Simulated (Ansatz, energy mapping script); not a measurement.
# MnS (Browneite): J from the energies of magnetic orders

Wanted: the magnetic order of MnS (Browneite), its couplings and an estimate of its ordering temperature, by PBE+U (1.32 eV).

Main program and level: Ansatz 0.2.0; PBE with U = 1.32 eV on Mn d, ortho-atomic projectors; plane waves, U on orthogonalised atomic orbitals unless named otherwise, collinear spin, no spin–orbit coupling.

### 1. Set-up

The structure is cubic, space group F-43m (No. 216). The conventional cell has a = 5.600 Å, b = 5.600 Å, c = 5.600 Å, α = 90.00°, β = 90.00°, γ = 90.00°. Nearest to Mn lie 4 S at 2.42 Å. Nearest to S lie 4 Mn at 2.42 Å. Farther neighbours and most contacts between anions are not listed.

A Hubbard U penalises fractional filling of the shell. It raises the cost of virtual hops to the neighbours, so couplings that rest on such hops usually weaken.

### 2. Probe run

One run in the crystal's own cell, under PBE with U = 3.2 eV on Mn d, ortho-atomic projectors, shows which elements keep a moment. Transition or f elements with 0.3 μB or more enter the spin model; moments induced on other atoms do not.

File input.yaml:

```yaml
crystal:
  lattice:
    - [0.0, 2.8, 2.8]
    - [2.8, 0.0, 2.8]
    - [2.8, 2.8, 0.0]
  atoms:
    - { symbol: Mn, position: [0.0, 0.0, 0.0], spin: 4.5 }
    - { symbol: S, position: [0.25, 0.25, 0.25] }
magnetization:
  spin_polarized: true
kpoints:
  mp_grid: { grid: [8, 8, 8] }
hamiltonian:
  xc: pbe
  hubbard:
    sites: [{ species: Mn, l: d, u_eff: 3.2 }]
    projectors: ortho-atomic
scf:
  occupations: { method: fermi_dirac, width: 0.05 }
output:
  eigenvalues: true
```

Launch:

```
ansatz run input.yaml --threads 4 --pin off --max-ram 8192MiB --backend cpu --events-out ev --progress --plain --runs-dir out
```

Numbers of over 12 decimals in the logs are rounded to 6 here.

The program printed:

```text
Engine: ansatz 0.2.0, aarch64-unknown-linux-gnu
Pseudopotentials: kind: paw
Pseudopotential: Mn, paw, valence charge 15, recommended cutoff 420 eV (normal), Mn.paw.azcp
Pseudopotential: S, paw, valence charge 6, recommended cutoff 420 eV (normal), S.paw.azcp
Functional definition: PBE
  parameter kappa = 0.804
  parameter beta = 0.066725
  exchange = pbe_x(kappa = kappa, mu = beta*pi^2/3)
  correlation = pbe_c(beta = beta)
Crystal: 2 atoms, lattice volume = 43.904 Å³
Basis set: ecut = 420 eV, 869 PW (Γ)
Bands: 17, of which v1, the nominal top of the filled ones, is band 11 counted from 1 (10 counted from 0)
Symmetry: 24 space group operations
Space group: F-43m (ITA 216), of the structure as read, at distance tolerance 3.5e-5 Å
Magnetic group: BNS 216.74 (UNI 1576), of the structure as read, at distance tolerance 3.5e-5 Å
k-points: 29 of 512 (time reversal used)
Non-local potential: Mn, projectors of the file, l = 0: 3, l = 1: 2, l = 2: 3, l = 3: 1
Non-local potential: S, projectors of the file, l = 0: 2, l = 1: 2, l = 2: 2
PAW form: soft (Blöchl's): semilocal exchange-correlation on the pseudo side does not see the compensation charge
PAW one-centre angular grid: Mn, 590 points (default); XC on 64 Gauss nodes
PAW one-centre angular grid: S, 110 points (default); XC on 64 Gauss nodes
Initial density: superposition of atomic densities (chi_scale 0.1, normalization cell, long waves kept (reshape's long-wave potential 0.00 eV rms))
Starting moments: Σ|m| = 4.5 μB on 1 of 2 sites
Initial wavefunctions: pseudopotential atomic-orbital guess
Functional: x = pbe(κ = 0.804, μ = 0.219515), c = pbe(β = 0.066725)
SCF iter   1: F=—  HF=-4801.376360 eV  |F-HF|=—  |Δ(HF+E_count)|=         —  Δρ=5.52e-2 (↑5.52e-2 ↓2.91e-2)  dr2=2.34e0  dr2_m=1.77e-1  M=5.000 μB ∫|m|=5.000 μB  β_m=1.00  ethr=3.10e-3  ⟨swp⟩=4.7  Hψ=4693  notcnv=0
preconditioner: auto → none  [insulator: Δε(μ)=0.490 eV  Ē_g=10.245 eV  σ=0.050 eV  W_gap=0.97  n_scr=14 (ndim 8)  ℏωp=20.2 eV  f_vac=0.000  D(μ)=0.01/eV (n_scr^D=0)  ε∞_Penn≈4.9]
SCF iter   2: F=—  HF=-4801.062832 eV  |F-HF|=—  |Δ(HF+E_count)|=   3.14e-1  Δρ=1.13e-2 (↑9.88e-3 ↓1.13e-2)  dr2=1.85e-1  dr2_m=9.88e-3  M=5.000 μB ∫|m|=5.000 μB  β_m=1.00  ethr=3.10e-3  ⟨swp⟩=3.0  Hψ=2464  notcnv=0  defer=53
SCF iter   3: F=—  HF=-4801.149908 eV  |F-HF|=—  |Δ(HF+E_count)|=   8.71e-2  Δρ=6.13e-3 (↑6.13e-3 ↓5.72e-3)  dr2=5.30e-2  dr2_m=5.77e-4  M=5.000 μB ∫|m|=5.000 μB  β_m=1.00  ethr=8.81e-4  ⟨swp⟩=2.5  Hψ=1605  notcnv=0  defer=53
SCF iter   4: F=—  HF=-4801.198874 eV  |F-HF|=—  |Δ(HF+E_count)|=   4.90e-2  Δρ=2.61e-3 (↑2.61e-3 ↓2.12e-3)  dr2=5.93e-3  dr2_m=1.16e-4  M=5.000 μB ∫|m|=5.000 μB  β_m=0.30  ethr=2.52e-4  ⟨swp⟩=2.3  Hψ=1514  notcnv=0  defer=53
Mixer restart at iter 4: flushing history
[...]
SCF iter   7: F=—  HF=-4801.245699 eV  |F-HF|=—  |Δ(HF+E_count)|=   5.51e-4  Δρ=2.32e-4 (↑2.32e-4 ↓1.39e-4)  dr2=3.15e-5  dr2_m=6.73e-6  M=5.000 μB ∫|m|=5.000 μB  β_m=0.48  ethr=8.68e-6  ⟨swp⟩=2.5  Hψ=1597  notcnv=0  defer=53
SCF iter   8: F=—  HF=-4801.245697 eV  |F-HF|=—  |Δ(HF+E_count)|=   2.30e-6  Δρ=7.33e-5 (↑7.33e-5 ↓6.46e-5)  dr2=1.32e-6  dr2_m=1.50e-6  M=5.000 μB ∫|m|=5.000 μB  β_m=0.69  ethr=1.50e-7  ⟨swp⟩=2.3  Hψ=1484  notcnv=0  defer=53
iter 9 did not close the SCF: its close was put off for a magnetic moment that had not settled (scf_convergence_deferred on its scf_iter line)
SCF iter   9: F=-4801.245700 eV  HF=-4801.245700 eV  |F-HF|=4.49e-9  |Δ(HF+E_count)|=   2.42e-6  Δρ=2.16e-5 (↑2.16e-5 ↓8.50e-6)  dr2=9.46e-8  dr2_m=7.05e-8  M=5.000 μB ∫|m|=5.000 μB  β_m=0.72  ethr=4.76e-10  ⟨swp⟩=4.5  Hψ=3774  notcnv=0
SCF iter  10: F=-4801.245700 eV  HF=-4801.245700 eV  |F-HF|=8.07e-9  |Δ(HF+E_count)|=   6.18e-8  Δρ=3.95e-6 (↑3.84e-6 ↓3.95e-6)  dr2=1.25e-9  dr2_m=5.82e-9  M=5.000 μB ∫|m|=5.000 μB  ethr=4.51e-10  ⟨swp⟩=1.5  Hψ=2936  notcnv=0
SCF 1 converged in 10 iterations: F = -4801.245700 eV  dr2 = 1.25e-9
[...]
the search or the solves at the SCF's close seem to have found levels that the self-consistency loop had missed (the run counts 1). By its estimate they hold under 1e-12 electrons; where the run keeps them, the occupations were computed again with them
SCF converged after 10 iterations
Magnetization: 5.0000 μB (13.0000 up, 8.0000 down)
Absolute magnetization: 5.0000 μB (∫|ρ↑−ρ↓|, with the PAW one-centre terms)
Spin contamination: 0.0130 ħ² per cell (⟨S²⟩ above its minimum at these occupations)
Per-site moments (μB) at R_I (Å): [(4.327785, 1.000259), (0.065228, 1.000259)]
Free energy (F): -4801.245700 eV
Harris-Foulkes:  -4801.245700 eV  (|F-HF|=8.07e-9)
Internal energy: -4801.245699 eV  (E = F + TS)
E sigma→0 (E₀):  -4801.245699 eV
Entropy (-TS):   -0.000000 eV (-0.000 meV/atom)
Fermi energy:    7.807544 eV
--- Per-component energies (eV) ---
  E_band       = -366.442264
  E_kinetic    = 404.862642
  E_local      = -2793.857208  (includes V_loc(G=0)·N_el)
  E_nonlocal   = 280.403262
  E_hartree    = 1145.345600
  E_xc         = -208.160424
  E_vxc        = -229.327715  (∫ρ·V_xc dr)
  E_hubbard    = 0.507503  (on-site DFT+U / exact-exchange correction)
  E_vhub       = -7.432466  (the Hubbard potential's part of the band-sum identity)
  E_paw        = -1906.249902  (= ΣΔE_a)
  E_vpaw       = -311.782634  (= ΣTr[D̂ρ^β])
  E_aug_tail   = -0.000008  (compensation charges beyond the density's cutoff)
  E_ewald      = -1724.097164
  E_smearing   = -0.000000  (= −TS)
  E_closure    = 0.000000  (closes the sum)
  Σ components = -4801.245700   (vs F -4801.245700, Δ=0.00e0)
--- Band table (eV; the first three rows and the last of 58) ---
  k-point 0 ↑: bands = [... 7 lower, 1.3358, 2.4466, 2.4466, 7.2878, 7.2878, 7.2878, 8.4632, 13.2781, ... 2 higher]
  k-point 1 ↑: bands = [... 7 lower, 1.3780, 2.4404, 2.4404, 6.3434, 7.1302, 7.1302, 9.2493, 13.1392, ... 2 higher]
  k-point 2 ↑: bands = [... 7 lower, 1.4693, 2.4498, 2.4498, 4.9166, 6.7673, 6.7673, 10.0892, 13.2471, ... 2 higher]
  k-point 28 ↓: bands = [... 7 lower, 4.1014, 8.5551, 9.2943, 10.0029, 10.1058, 10.6329, 13.5873, 14.7121, ... 2 higher]
Occupation matrices written to <dir>
```

Elapsed: 2.7 s, on 4 threads of Arm Neoverse V1, shared host; peak memory 0.34 GiB; 7.7 s of CPU time.

Reading the cycles: dr2 is the Hartree energy of the density residual (eV), the measure of convergence; HF is the Harris–Foulkes estimate of the energy, which meets the free energy F at convergence.

Spin moment in the sphere by atom:

| atom | spin moment in the sphere (μB) |
| --- | --- |
| Mn1 | 4.33 |
| S2 | 0.07 |

The run ends ferromagnetic; Mn carries the moments.

### 3. Seed run in the crystal's own cell

A corrected shell can settle in several orbital fillings. One parallel run, with an occupation width a fifth wider than the orders use, therefore is to supply the occupation matrices. All orders start from them.

input.yaml, the sections that differ from step 2:

```yaml
kpoints:
  mp_grid: { grid: [9, 9, 9] }
hamiltonian:
  xc: pbe
  hubbard:
    sites: [{ species: Mn, l: d, u_eff: 1.32 }]
    projectors: ortho-atomic
scf:
  occupations: { method: fermi_dirac, width: 0.06 }
# crystal, magnetization, output: as in step 2
```

The program printed:

```text
[...]
Crystal: 2 atoms, lattice volume = 43.904 Å³
Basis set: ecut = 420 eV, 869 PW (Γ)
Bands: 17, of which v1, the nominal top of the filled ones, is band 11 counted from 1 (10 counted from 0)
Symmetry: 24 space group operations
[...]
k-points: 35 of 729 (time reversal used)
[...]
Starting moments: Σ|m| = 4.5 μB on 1 of 2 sites
[...]
SCF iter   1: F=—  HF=-4801.911934 eV  |F-HF|=—  |Δ(HF+E_count)|=         —  Δρ=5.21e-2 (↑5.21e-2 ↓4.64e-2)  dr2=3.78e0  dr2_m=6.31e-2  M=4.810 μB ∫|m|=4.810 μB  β_m=1.00  ethr=3.10e-3  ⟨swp⟩=4.6  Hψ=5649  notcnv=0
[...]
spin=Collinear: Kerker preconditioning applied to the charge; magnetization (m = ρ↑ − ρ↓) channel mixes plain (no charge-response kernel on spin).
SCF iter   2: F=—  HF=-4801.612555 eV  |F-HF|=—  |Δ(HF+E_count)|=   2.99e-1  Δρ=2.83e-2 (↑2.83e-2 ↓1.16e-2)  dr2=5.70e-1  dr2_m=8.43e-2  M=4.989 μB ∫|m|=4.989 μB  β_m=1.00  ethr=3.10e-3  ⟨swp⟩=2.8  Hψ=2894  notcnv=0  defer=40
[...]
SCF iter  12: F=-4801.573229 eV  HF=-4801.573229 eV  |F-HF|=1.24e-8  |Δ(HF+E_count)|=   2.76e-8  Δρ=2.04e-6 (↑2.04e-6 ↓1.60e-6)  dr2=8.24e-9  dr2_m=9.01e-11  M=4.998 μB ∫|m|=4.998 μB  ethr=4.76e-10  ⟨swp⟩=4.6  Hψ=4339  notcnv=0
SCF 1 converged in 12 iterations: F = -4801.573229 eV  dr2 = 8.24e-9
[...]
SCF converged after 12 iterations
Magnetization: 4.9981 μB (12.9991 up, 8.0009 down)
Absolute magnetization: 4.9981 μB (∫|ρ↑−ρ↓|, with the PAW one-centre terms)
[...]
Per-site moments (μB) at R_I (Å): [(4.257279, 1.000259), (0.106552, 1.000259)]
Free energy (F): -4801.573229 eV
[...]
Internal energy: -4801.572639 eV  (E = F + TS)
E sigma→0 (E₀):  -4801.572934 eV
Entropy (-TS):   -0.000589 eV (-0.295 meV/atom)
Fermi energy:    7.637361 eV
[...]
--- Band table (eV; the first three rows and the last of 70) ---
  k-point 0 ↑: bands = [... 7 lower, 2.1189, 3.5269, 3.5269, 7.5149, 7.5149, 7.5149, 8.4399, 13.2724, ... 2 higher]
  k-point 1 ↑: bands = [... 7 lower, 2.1520, 3.5209, 3.5209, 6.7622, 7.3901, 7.3901, 9.1142, 13.1510, ... 2 higher]
  k-point 2 ↑: bands = [... 7 lower, 2.2303, 3.5226, 3.5226, 5.6483, 7.0855, 7.0855, 9.9208, 13.1462, ... 2 higher]
  k-point 34 ↓: bands = [... 7 lower, 4.1176, 7.9938, 8.5926, 9.2125, 9.4719, 9.9450, 13.4497, 14.5162, ... 2 higher]
Occupation matrices written to <dir>
```

Wall time 2.2 s (4 threads); peak memory 0.34 GiB; 7.6 s of CPU time.

Numbers from this step:

```yaml
final_state: ferromagnetic
electrons_in_the_corrected_shells: 5.338 e
largest_moment: 4.257 μB
```

### 4. Parallel start in cell A (4 atoms)

The parallel order is the zero of energy for this cell and mesh.

File input.yaml:

```yaml
crystal:
  lattice:
    - [0.0, -2.8, -2.8]
    - [0.0, 2.8, -2.8]
    - [5.6, 0.0, 0.0]
  atoms:
    - { symbol: Mn, position: [0.5, 0.5, 0.5], spin: 4.5 }
    - { symbol: Mn, position: [0.0, 0.0, 0.0], spin: 4.5 }
    - { symbol: S, position: [0.0, 0.5, 0.75] }
    - { symbol: S, position: [0.5, 0.0, 0.25] }
magnetization:
  spin_polarized: true
kpoints:
  mp_grid: { grid: [7, 7, 5] }
hamiltonian:
  xc: pbe
  hubbard:
    sites:
      - { species: Mn, l: d, u_eff: 1.32 }
      - { site: 0, l: d, u_eff: 1.32, starting_ns: [{ spin: up, occupation_matrix: mn1_major }, { spin: down, occupation_matrix: mn1_minor }] }
      - { site: 1, l: d, u_eff: 1.32, starting_ns: [{ spin: up, occupation_matrix: mn1_major }, { spin: down, occupation_matrix: mn1_minor }] }
    projectors: ortho-atomic
    occupation_matrices:
      mn1_major:
        matrix:
          - [0.995, 0.0, 0.0, 0.0, 0.0]
          - [0.0, 0.99, 0.0, 0.0, 0.0]
          - [0.0, 0.0, 0.99, 0.0, 0.0]
          - [0.0, 0.0, 0.0, 0.995, 0.0]
          - [0.0, 0.0, 0.0, 0.0, 0.99]
      mn1_minor:
        matrix:
          - [0.034, 0.0, 0.0, 0.0, 0.0]
          - [0.0, 0.103, 0.0, 0.0, 0.0]
          - [0.0, 0.0, 0.103, 0.0, 0.0]
          - [0.0, 0.0, 0.0, 0.034, 0.0]
          - [0.0, 0.0, 0.0, 0.0, 0.103]
scf:
  occupations: { method: fermi_dirac, width: 0.05 }
output:
  eigenvalues: true
  write_density: true
  write_potential: true
  elf: true
  volumetric_format: npy
```

The program printed:

```text
[...]
Crystal: 4 atoms, lattice volume = 87.808 Å³
Basis set: ecut = 420 eV, 1715 PW (Γ)
Bands: 31, of which v1, the nominal top of the filled ones, is band 21 counted from 1 (20 counted from 0)
Symmetry: 16 space group operations
[...]
k-points: 30 of 245 (time reversal used)
[...]
Starting moments: Σ|m| = 9 μB on 2 of 4 sites
[...]
SCF iter   1: F=—  HF=-9603.883491 eV  |F-HF|=—  |Δ(HF+E_count)|=         —  Δρ=5.18e-2 (↑5.18e-2 ↓4.81e-2)  dr2=7.82e0  dr2_m=1.20e-1  M=9.583 μB ∫|m|=9.583 μB  β_m=1.00  ethr=3.10e-3  ⟨swp⟩=5.8  Hψ=7311  notcnv=0
[...]
SCF iter   2: F=—  HF=-9603.235916 eV  |F-HF|=—  |Δ(HF+E_count)|=   6.48e-1  Δρ=2.91e-2 (↑2.91e-2 ↓1.20e-2)  dr2=1.11e0  dr2_m=1.98e-1  M=9.985 μB ∫|m|=9.985 μB  β_m=1.00  ethr=3.10e-3  ⟨swp⟩=3.0  Hψ=4171  notcnv=0  defer=124
[...]
spin=Collinear: Resta preconditioning applied to the charge; magnetization (m = ρ↑ − ρ↓) channel mixes plain (no charge-response kernel on spin).
SCF iter   3: F=—  HF=-9603.026643 eV  |F-HF|=—  |Δ(HF+E_count)|=   2.09e-1  Δρ=9.83e-3 (↑9.83e-3 ↓7.78e-3)  dr2=3.54e-1  dr2_m=6.74e-3  M=9.996 μB ∫|m|=9.996 μB  β_m=1.00  ethr=2.65e-3  ⟨swp⟩=2.1  Hψ=2546  notcnv=0  defer=125
[...]
SCF iter  11: F=-9603.146155 eV  HF=-9603.146155 eV  |F-HF|=2.41e-8  |Δ(HF+E_count)|=   6.70e-7  Δρ=3.68e-6 (↑3.68e-6 ↓3.14e-6)  dr2=4.41e-8  dr2_m=3.39e-10  M=9.998 μB ∫|m|=9.998 μB  ethr=2.38e-10  ⟨swp⟩=7.5  Hψ=8233  notcnv=0
SCF 1 converged in 11 iterations: F = -9603.146155 eV  dr2 = 4.41e-8
[...]
SCF converged after 11 iterations
Magnetization: 9.9980 μB (25.9990 up, 16.0010 down)
Absolute magnetization: 9.9981 μB (∫|ρ↑−ρ↓|, with the PAW one-centre terms)
[...]
Per-site moments (μB) at R_I (Å): [(4.257702, 1.000259), (4.257702, 1.000259), (0.106822, 1.000259), (0.106822, 1.000259)]
Free energy (F): -9603.146155 eV
[...]
Internal energy: -9603.145617 eV  (E = F + TS)
E sigma→0 (E₀):  -9603.145886 eV
Entropy (-TS):   -0.000539 eV (-0.135 meV/atom)
Fermi energy:    7.654437 eV
[...]
--- Specified on-site occupations, and those of the state reported ---
  electrons in the specified blocks: 10.6740 specified, 10.6758 found
  site 1 (l=d) ↑: largest change of an orbital's occupation 0.0004; electrons 4.9600 specified, 4.9611 found; spectral distance 0.0007
[...]
site 1 (l=d) ↓: largest change of an orbital's occupation 0.0004; electrons 0.3770 specified, 0.3768 found; spectral distance 0.0008
[...]
--- Band table (eV; the first three rows and the last of 60) ---
  k-point 0 ↑: bands = [... 17 lower, 3.5268, 3.5921, 3.7342, 4.2251, 4.9823, 4.9823, 7.5150, 7.5150, ... 6 higher]
  k-point 1 ↑: bands = [... 17 lower, 3.4915, 3.5462, 3.7140, 4.6547, 5.2406, 5.2406, 6.9239, 7.2444, ... 6 higher]
  k-point 2 ↑: bands = [... 17 lower, 3.4106, 3.5975, 3.6616, 5.4080, 5.8572, 5.8572, 6.1693, 6.5992, ... 6 higher]
  k-point 29 ↓: bands = [... 17 lower, 8.0293, 8.6034, 8.6452, 9.1452, 9.2157, 9.4783, 9.5160, 9.8989, ... 6 higher]
Occupation matrices written to <dir>
```

The job ended after 7.9 s (4 threads; peak memory 0.43 GiB; 28 s of CPU time).

Spin moment in the sphere by atom:

| atom | spin moment in the sphere (μB) |
| --- | --- |
| Mn1 | 4.26 |
| Mn2 | 4.26 |
| S3 | 0.11 |
| S4 | 0.11 |

The run ends ferromagnetic.

Spin density in the ac plane of the conventional cell at fractional y = 0.000, with atoms of Mn within 0.2 Å of it.

Values in e/Å³, 16 rows by 16 columns, each cell a mean:
```
5.4 2.1 0.4 0.1 0.0 0.0 0.0 0.0 0.0 0.0 0.0 0.0 0.0 0.2 1.0 3.9
1.3 0.6 0.2 0.1 0.0 0.0 0.0 0.0 0.0 0.0 0.0 0.0 0.0 0.1 0.3 1.0
0.2 0.1 0.1 0.0 0.0 0.0 0.0 0.0 0.0 0.0 0.0 0.0 0.0 0.0 0.1 0.2
0.1 0.0 0.0 0.0 0.0 0.0 0.0 0.0 0.0 0.0 0.0 0.0 0.0 0.0 0.0 0.0
0.0 0.0 0.0 0.0 0.0 0.0 0.1 0.1 0.1 0.1 0.0 0.0 0.0 0.0 0.0 0.0
0.0 0.0 0.0 0.0 0.0 0.1 0.2 0.4 0.5 0.3 0.1 0.0 0.0 0.0 0.0 0.0
0.0 0.0 0.0 0.0 0.0 0.1 0.6 2.1 2.8 1.2 0.3 0.1 0.0 0.0 0.0 0.0
0.0 0.0 0.0 0.0 0.1 0.2 1.3 5.4 7.3 2.8 0.5 0.1 0.0 0.0 0.0 0.0
0.0 0.0 0.0 0.0 0.0 0.2 1.0 3.9 5.4 2.1 0.4 0.1 0.0 0.0 0.0 0.0
0.0 0.0 0.0 0.0 0.0 0.1 0.3 1.0 1.3 0.6 0.2 0.1 0.0 0.0 0.0 0.0
0.0 0.0 0.0 0.0 0.0 0.0 0.1 0.2 0.2 0.1 0.1 0.0 0.0 0.0 0.0 0.0
0.0 0.0 0.0 0.0 0.0 0.0 0.0 0.0 0.1 0.0 0.0 0.0 0.0 0.0 0.0 0.0
0.1 0.1 0.0 0.0 0.0 0.0 0.0 0.0 0.0 0.0 0.0 0.0 0.0 0.0 0.1 0.1
0.5 0.3 0.1 0.0 0.0 0.0 0.0 0.0 0.0 0.0 0.0 0.0 0.0 0.1 0.2 0.4
2.8 1.2 0.3 0.1 0.0 0.0 0.0 0.0 0.0 0.0 0.0 0.0 0.0 0.1 0.6 2.1
7.3 2.8 0.5 0.1 0.0 0.0 0.0 0.0 0.0 0.0 0.0 0.0 0.1 0.2 1.3 5.4
```
Columns run along a (5.6 Å), rows up along c (5.6 Å), edges of the conventional cell, whose origin can differ from the input's. Atoms in or near the plane, at fractional coordinates: Mn at (0.50, 0.50), Mn at (0.00, 0.00).

ELF in the ac plane of the conventional cell at fractional y = 0.000, with atoms of Mn within 0.2 Å of it. It is the smooth field of the valence electrons, not physical close to the nuclei.

Ten even steps from '_' (0.01) to '@' (0.86), each cell a mean:
```
@@**--....____________......++%%
++--::::::::..______..::::..::++
::..::==++==::____..--====--....
..::--++**++::....::==++**==::..
__..--++++==::......--++++==::..
__..::----::::----::::--==--..__
____....::..==####++::..::..____
________..::++@@@@##--....______
______......++%%@@**--....______
____..::::..::++++--::::::::..__
__..--====--....::..::==++==::__
..::==++**==::....::--++**++::..
....--++++==::..__..--++++==::..
--::::--==--..____..::----::::--
##++::..::..________....::..--##
@@##--....______________..::++@@
```
Columns run along a (5.6 Å), rows up along c (5.6 Å), edges of the conventional cell, whose origin can differ from the input's. Atoms in or near the plane, at fractional coordinates: Mn at (0.50, 0.50), Mn at (0.00, 0.00).

[end of part 1 of 3]

[Logs and program files are shortened in this print: banners, set-up blocks, solver, clock and traceback lines can be left out without a mark of their own.]

[Logs are printed without paths, hosts, clocks, repeated set-up lines and the standing remarks that a program may print on its own settings, such as how far it seeks lower states.]

[Hosts, paths, dates, database ids (printed as entryN), source tags and the programs' standing remarks are cut or masked in the printed files.]

[Where a cell is said to come from a database of computed structures, the database is the Materials Project.]
